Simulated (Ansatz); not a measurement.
## Structure relaxation of ZnS₃

Level of theory: DFT PBE, scalar-relativistic, plane waves, PAW in Ansatz 0.2.0. Cutoff 420 eV, Γ-centred k mesh, Gaussian smearing, no spin polarisation in the final step.

ZnS₃ was placed on the ReO3 structure type (Pm-3m, No. 221), with Zn in place of Re, S in place of O, at a guessed volume.

```xyz
4
Lattice="4.6030 0.0000 0.0000 0.0000 4.6030 0.0000 0.0000 0.0000 4.6030" Properties=species:S:1:pos:R:3 pbc="T T T"
Zn    0.0000    0.0000    0.0000
S     2.3015    0.0000    0.0000
S     0.0000    2.3015    0.0000
S     0.0000    0.0000    2.3015
```

Steps on the 10×10×10 mesh (4 atoms). 4 of 5 steps are shown, and the free energy counts from the last. Trial steps that were taken back and renewals of the plane-wave basis can be among the rows.

```csv
step,ΔF (meV/atom),V (Å³/atom),P (GPa)
1,17.7,24.38,3.51
2,3.3,25.35,1.37
3,0.4,26.01,0.15
5,0.0,26.10,0.00
```

A final relaxation ran on a 10×10×10 mesh. The relaxed crystal, Pm-3m (No. 221):

```
Zn S
1.0
     4.70891    0.00000    0.00000
     0.00000    4.70891    0.00000
     0.00000    0.00000    4.70891
Zn S
1 3
Direct
  0.00000 0.00000 0.00000
  0.50000 0.00000 0.00000
  0.00000 0.50000 0.00000
  0.00000 0.00000 0.50000
```

```json
{
 "Volume per atom": "26.10 Å³",
 "Density": "2.57 g/cm³",
 "Energy over the elements": "0.83 eV/atom",
 "Gap on the 10×10×10 mesh": "0 eV (a metal)"
}
```

Formation energies are uncorrected and refer to the elements' standard structures at the same level.

The final run used a 10×10×10 mesh on its 4-atom cell and 0.10 eV smearing. For metals, differences of a few meV/atom aren't resolved.

A structure relaxed within its symmetry needn't be a true minimum.

Cost: 3 runs of about 0.46 core-minutes in all, on Intel Xeon 6975P-C (Granite Rapids) (shared hosts).